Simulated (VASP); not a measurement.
Set up this calculation in VASP 6.6.1, as the native input.

| Property | Result |
| --- | --- |
| Task | relaxation of the atoms |
| Functional | PBEsol |
| Potentials or basis | VASP PAW PBE potentials, release 64 (Sr_sv, O) |
| Cutoff | 600 eV |
| k mesh | 10 × 10 × 10 |
| Occupations | gaussian, width 0.03 eV |
| Spin | no spin polarisation |
| Further INCAR settings | ALGO = Normal; EDIFF = 1e-07; IBRION = 2; EDIFFG = -0.01; NSW = 40 |

The structure of SrO lies in POSCAR:

```
SrO                                     
1.0
    0.0000000000      2.5490759911      2.5490759911
    2.5490759911      0.0000000000      2.5490759911
    2.5490759911      2.5490759911      0.0000000000
  Sr              O             
     1     1
Direct
     0.5000000000000000    0.5000000000000000    0.5000000000000000
     0.0000000000000000    0.0000000000000000    0.0000000000000000
```

The cell isn't the ideal one: a relaxed cell with its volume scaled by 0.98.

The input as run:

INCAR

```
SYSTEM = SrO
PREC = Accurate
ENCUT = 600
EDIFF = 1E-7
ISMEAR = 0
SIGMA = 0.03
LREAL = .FALSE.
LASPH = .TRUE.
NELM = 80
ALGO = Normal
ISIF = 2
LWAVE = .FALSE.
LCHARG = .FALSE.
GGA = PS
IBRION = 2
NSW = 40
EDIFFG = -0.01
```

KPOINTS

```
Automatic mesh
0
G
  10 10 10
  0 0 0
```

Potentials or basis: VASP PAW PBE potentials, release 64 (Sr_sv, O).

Command:

```bash
$ cat potpaw_PBE.64/Sr_sv/POTCAR potpaw_PBE.64/O/POTCAR > POTCAR
$ mpirun -np 1 vasp_std > vasp.out
```

Results of the run:

```yaml
Pressure_after_relaxing: 2.0 GPa
Band_gap_on_the_k_mesh: 3.14 eV, indirect (least direct gap 3.20 eV)
```

Caveat: the relaxation stopped at its first step, so nothing moved; the PAW data sets were made with another functional, which shifts forces and pressure a little.

Wall time 15 s on 1 thread of Intel(R) Xeon(R) 6975P-C (Granite Rapids) (shared host), peak memory 0.18 GiB.
